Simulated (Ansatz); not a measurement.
# Sn: course of a relaxation

All numbers below come from Ansatz, DFT PBEsol, scalar-relativistic, plane waves, PAW. (420 eV cutoff, 16×16×16 k-mesh, Gaussian smearing of 0.10 eV, no spin polarisation)

What was changed in Sr: Sr → Sn on all its sites, cell and atoms relaxed.

Command:

```bash
ansatz run input.yaml --threads 1 --pin off --max-ram 2560MiB --backend cpu --events-out ev --progress --plain --runs-dir out
```

Input:

```yaml
crystal:
  lattice:
    - [-1.8459288808, 1.8459288808, 1.8459288808]
    - [1.8459288808, -1.8459288808, 1.8459288808]
    - [1.8459288808, 1.8459288808, -1.8459288808]
  atoms:
    - { symbol: Sn, position: [0.0, 0.0, 0.0] }
basis:
  ecutwfc: 420
kpoints:
  mp_grid: { grid: [16, 16, 16] }
hamiltonian:
  xc: pbesol
scf:
  occupations: { method: gaussian, width: 0.1 }
output:
  forces: true
  stress: true
  eigenvalues: true
relax:
  adjacent_minimum: "off"
  f_tol: 0.01
  max_steps: 60
  cell: { stress_tol: 0.1 }
```

F is the free energy. Steps run on the plane waves of an earlier cell, but the last one, and at times one on the way, on a freshly chosen basis, so a repeated geometry can differ a little in energy.

Steps:

```json
{"step": "1", "F − F(1) (eV)": "0.0000", "largest force component (eV/Å)": "0.000", "V (Å³/atom)": "25.160", "P (GPa)": "2.51"}
{"step": "2", "F − F(1) (eV)": "-0.0075", "largest force component (eV/Å)": "0.000", "V (Å³/atom)": "26.520", "P (GPa)": "-0.53"}
{"step": "3", "F − F(1) (eV)": "-0.0080", "largest force component (eV/Å)": "0.000", "V (Å³/atom)": "26.271", "P (GPa)": "-0.04"}
{"step": "4", "F − F(1) (eV)": "-0.0082", "largest force component (eV/Å)": "0.000", "V (Å³/atom)": "26.271", "P (GPa)": "-0.04"}
```

Relaxed structure:

```cif
data_structure
_symmetry_space_group_name_H-M 'P 1'
_symmetry_Int_Tables_number 1
_cell_length_a 3.2437
_cell_length_b 3.2437
_cell_length_c 3.2437
_cell_angle_alpha 109.471
_cell_angle_beta 109.471
_cell_angle_gamma 109.471
_cell_volume 26.27
loop_
_atom_site_label
_atom_site_type_symbol
_atom_site_fract_x
_atom_site_fract_y
_atom_site_fract_z
_atom_site_occupancy
Sn1 Sn 0.00000 0.00000 0.00000 1
```

It takes space group Im-3m (No. 229, cubic). The conventional cell has a = 3.745 Å, b = 3.745 Å, c = 3.745 Å, α = 90.00°, β = 90.00°, γ = 90.00°. Sn (site symmetry m-3m) is surrounded by 8 Sn at 3.24 Å.

The run converged. Time: 12 s on 1 thread of Arm Neoverse V1, on a shared host, peak memory 0.33 GiB.